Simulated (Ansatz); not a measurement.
# AlCo: the cost of one run

Program: Ansatz 0.2.0. Level of theory: DFT PBEsol, scalar-relativistic, plane waves, PAW. These are calculated values, not measurements.

3 further runs of the same task are left out: 3 set aside as unsound or not needed.

### Step 1. The structure to begin with

Symmetry: Pm-3m, No. 221, cubic system. The conventional cell has a = 2.823 Å, b = 2.823 Å, c = 2.823 Å, α = 90.00°, β = 90.00°, γ = 90.00°. Around Al (site symmetry m-3m) lie 8 Co at 2.44 Å. Co (site symmetry m-3m) has 8 Al at 2.44 Å as nearest neighbours.

As a file:

```xyz
2
Lattice="2.8226 0.0000 0.0000 0.0000 2.8226 0.0000 0.0000 0.0000 2.8226" Properties=species:S:1:pos:R:3 pbc="T T T"
Al    0.0000    0.0000    0.0000
Co    1.4113    1.4113    1.4113
```

It goes back to an entry of the Materials Project.

This cell was relaxed beforehand with the same method: volume 11.24 Å³/atom, gap on the mesh none (metal).

The unstrained cell was computed beforehand with the same settings: E(σ→0) = -5618.7742 eV for 2 atoms, gap none (metal).

### Step 2. At -1.0 %

Input file input.yaml:

```yaml
crystal:
  lattice:
    - [2.7943596824, 0.0, 0.0]
    - [0.0, 2.7943596824, 0.0]
    - [0.0, 0.0, 2.839521051]
  atoms:
    - { symbol: Al, position: [0.0, 0.0, 0.0] }
    - { symbol: Co, position: [0.5, 0.5, 0.5] }
basis:
  ecutwfc: 420
kpoints:
  mp_grid: { grid: [18, 18, 18] }
hamiltonian:
  xc: pbesol
scf:
  occupations: { method: gaussian, width: 0.1 }
output:
  forces: true
  stress: true
  eigenvalues: true
relax:
  adjacent_minimum: "off"
  f_tol: 0.008
  max_steps: 40
  cell: { stress_tol: 0.015, fix: [a, b, gamma] }
```

Run with:

```console
ansatz run input.yaml --threads 1 --pin off --max-ram 2560MiB --backend cpu --events-out ev --progress --plain --runs-dir out
```

**Question.** How long does this run take on 1 thread of AMD EPYC 7R43 (Zen 3), shared host, and how much memory does it need?

About 73 s, with a peak of 0.52 GiB.
